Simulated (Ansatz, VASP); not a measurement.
**CaO in VASP and in Ansatz**

```
CELL_PARAMETERS angstrom
2.39744 2.39744 0.00000
-2.39744 2.39744 0.00000
0.00000 2.39744 2.39744
ATOMIC_POSITIONS crystal
Ca 0.00000 0.00000 0.00000
O 0.50000 0.50000 0.00000
```

Alike in both runs: functional r2SCAN; k mesh 12 × 12 × 12; occupations fermi-dirac, width 0.08 eV; no spin polarisation.

Ansatz relaxed the structure, and its values are those at the end. VASP's run is a single point on that final structure, the one shown.

```csv
,VASP,Ansatz
version,VASP 6.6.1,Ansatz 0.2.0
potentials or method,"VASP PAW PBE potentials, release 64 (Ca_sv, O)","PAW with Ansatz's default frozen-core files, scalar-relativistic"
plane-wave cutoff (eV),520,500
valence electrons in the cell,16,16
```

|  | VASP | Ansatz | Ansatz less VASP |
| --- | --- | --- | --- |
| pressure (GPa) | 1.1 | 0.0 | -1.06 |

With one functional, cell and mesh, what is left measures potentials, basis and numerics.

Caveats: the PAW data sets were made with another functional, which shifts forces and pressure a little (VASP). A k mesh can miss the band edges.
